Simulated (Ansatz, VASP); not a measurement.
## Two plane-wave programs on KF

Contents of POSCAR:

```
KF
1.0
    0.0000000000      2.6589605792      2.6589605792
    2.6589605792      0.0000000000      2.6589605792
    2.6589605792      2.6589605792      0.0000000000
K F
1 1
Direct
    0.0000000000      0.0000000000      0.0000000000
    0.5000000000      0.5000000000      0.5000000000
```

Contents of INCAR.step1:

```
SYSTEM = KF
PREC     = Accurate       ! precision mode
ENCUT    = 520            ! plane-wave cutoff, eV
ISMEAR   = 0              ! smearing method
SIGMA    = 0.01           ! smearing width, eV
LREAL    = .FALSE.        ! projectors in reciprocal space
LASPH    = .TRUE.         ! aspherical terms in the spheres
NELM     = 60             ! most SCF steps
NBANDS   = 15             ! bands
GGA      = PE             ! functional
ALGO     = Normal         ! electronic algorithm
EDIFF    = 1E-4           ! SCF threshold, eV
LWAVE    = .TRUE.         ! write WAVECAR
LCHARG   = .FALSE.        ! write CHGCAR
```

INCAR.step2

```
SYSTEM = KF
PREC     = Accurate       ! precision mode
ENCUT    = 520            ! plane-wave cutoff, eV
EDIFF    = 1E-6           ! SCF threshold, eV
ISMEAR   = 0              ! smearing method
SIGMA    = 0.01           ! smearing width, eV
LREAL    = .FALSE.        ! projectors in reciprocal space
LASPH    = .TRUE.         ! aspherical terms in the spheres
NELM     = 60             ! most SCF steps
ALGO     = Normal         ! electronic algorithm
ISIF     = 2              ! what is computed and relaxed
LWAVE    = .FALSE.        ! write WAVECAR
LCHARG   = .FALSE.        ! write CHGCAR
METAGGA  = R2SCAN         ! meta-GGA
LMIXTAU  = .TRUE.       
NBANDS   = 15             ! bands
ISTART   = 1
```

KPOINTS

```
regular mesh
0
G
  6 6 6
  0 0 0
```

Input for Ansatz:

```yaml
crystal:
  lattice:
    - [0.0, 2.6589605792, 2.6589605792]
    - [2.6589605792, 0.0, 2.6589605792]
    - [2.6589605792, 2.6589605792, 0.0]
  atoms:
    - { symbol: K, position: [0.0, 0.0, 0.0] }
    - { symbol: F, position: [0.5, 0.5, 0.5] }
kpoints:
  mp_grid: { grid: [6, 6, 6] }
hamiltonian:
  xc: r2scan
scf:
  occupations: { method: fixed }
output:
  optics:
    e_range: [0, 23]
    de: 0.05
    sigma: 0.1
    bands: { spectra_wanted_up_to: 23 }
```

Alike in both runs: task single point; functional r2SCAN; k mesh 6 × 6 × 6; no spin polarisation.

|  | VASP | Ansatz |
| --- | --- | --- |
| version | VASP 6.6.1 | Ansatz 0.2.0 |
| potentials or method | VASP PAW PBE potentials, release 64 (K_sv, F) | plane waves, PAW |
| plane-wave cutoff (eV) | 520 | 500 |
| occupations | gaussian, width 0.01 eV | fixed |
| valence electrons in the cell | 16 | 16 |

```csv
,VASP,Ansatz,Ansatz less VASP
gap on the k mesh at the Fermi level (eV),6.91,6.91,+0.001
```

Caveats: the PAW data sets were made with another functional, which shifts forces and pressure a little (VASP). r2SCAN opens gaps a little over a GGA but as a rule still falls short of measured ones.
